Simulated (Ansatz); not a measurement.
Input and command of a calculation in Ansatz (plane waves; scalar-relativistic PAW potentials unless the input names others):

```yaml
crystal:
  lattice:
    - [3.9483448104, 0.0, 0.0]
    - [0.0, 3.9483448104, 0.0]
    - [0.2369006886, 0.0, 3.9483448104]
  atoms:
    - { symbol: ti, position: [0.0, 0.0, 0.0] }
    - { symbol: Al, position: [0.5, 0.5, 0.0] }
    - { symbol: Al, position: [0.5, 0.0, 0.5] }
    - { symbol: Al, position: [0.0, 0.5, 0.5] }
basis:
  ecutwfc: 420
kpoints:
  mp_grid: { grid: [14, 14, 14] }
hamiltonian:
  xc: pbesol
scf:
  occupations: { method: gaussian, width: 0.1 }
  max_iter: 100
output:
  forces: true
  eigenvalues: true
  stress: true
```

```bash
ansatz run input.yaml --threads 1 --pin off --max-ram 2560MiB --backend cpu --events-out ev --progress --plain --runs-dir out
```

Task: What will the program do with this input?

Result: The program refuses it, because of an unknown element (crystal.atoms[0].symbol: "Ti" → "ti"). With the sound run's settings it is accepted.

Abridged log:
```
Error: YAML parse error: error: line 7 column 17: `ti` is not an element symbol (H … Og, case-exact)
 --> <input>:7:17
  |
5 |     - [0.2369006886, 0.0, 3.9483448104]
6 |   atoms:
7 |     - { symbol: ti, position: [0.0, 0.0, 0.0] }
  |                 ^ `ti` is not an element symbol (H … Og, case-exact)
8 |     - { symbol: Al, position: [0.5, 0.5, 0.0] }
9 |     - { symbol: Al, position: [0.5, 0.0, 0.5] }
  |
```